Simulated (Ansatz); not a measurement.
This Ansatz 0.2.0 run on Ga needs a look.

Contents of input.yaml:

```yaml
crystal:
  lattice:
    - [-1.3843987196, 1.3843987196, 2.3112238365]
    - [1.3843987196, -1.3843987196, 2.3112238365]
    - [1.3843987196, 1.3843987196, -2.3112238365]
  atoms:
    - { symbol: Ga, position: [0.0, 0.0, 0.0] }
hamiltonian:
  xc: pbe
  pseudopotentials: { kind: paw }
  dispersion: d3bj
  hubbard: { sites: [{ species: Ga, l: f, u_eff: 30.0 }] }
kpoints:
  mp_grid: { grid: [10, 10, 10] }
scf:
  occupations: { method: gaussian, width: 0.1 }
  max_iter: 100
phonons:
  method: dfpt
  qmesh: [2, 2, 2]
  temperatures: { t_max: 1000, t_step: 100 }
  qpath:
    path:
      - [[0.0, 0.0, 0.0], [0.0, 0.0, 0.5], [-0.1793941871, 0.1793941871, 0.5], [-0.3396970935, 0.3396970935, 0.3396970935], [0.0, 0.0, 0.0], [0.5, 0.5, -0.5], [0.3396970935, 0.6603029065, -0.3396970935], [0.0, 0.5, 0.0], [0.25, 0.25, 0.25], [0.5, 0.5, -0.1793941871], [0.5, 0.5, -0.5]]
      - [[0.0, 0.0, 0.5], [0.25, 0.25, 0.25]]
    npoints: 8
```

Potentials or basis: Ansatz PAW.

Launch:

```sh
$ ansatz run input.yaml --threads 1 --pin off --max-ram 2560MiB --backend cpu --events-out ev --progress --plain --runs-dir out
```

Output:

```text
Error: inconsistent input (hamiltonian.hubbard.sites[].l, hamiltonian.hubbard.sites[].shell): the file of Ga doesn't list 4f, and it can't be added: PBE doesn't bind the shell 4f of the free atom, whose level lies at +1.02 eV. Type an atom or ion with it (hamiltonian.pseudopotentials.projection_atoms), take another file or name another shell
```

Question: What happened, and what is wrong with the input?

Answer: The program refused the input. The input holds a flaw that was put in on purpose: a U on a shell that isn't there (hamiltonian.hubbard = {"sites": [{"species": "Ga", "l": "f", "u_eff": 30.0}]}).
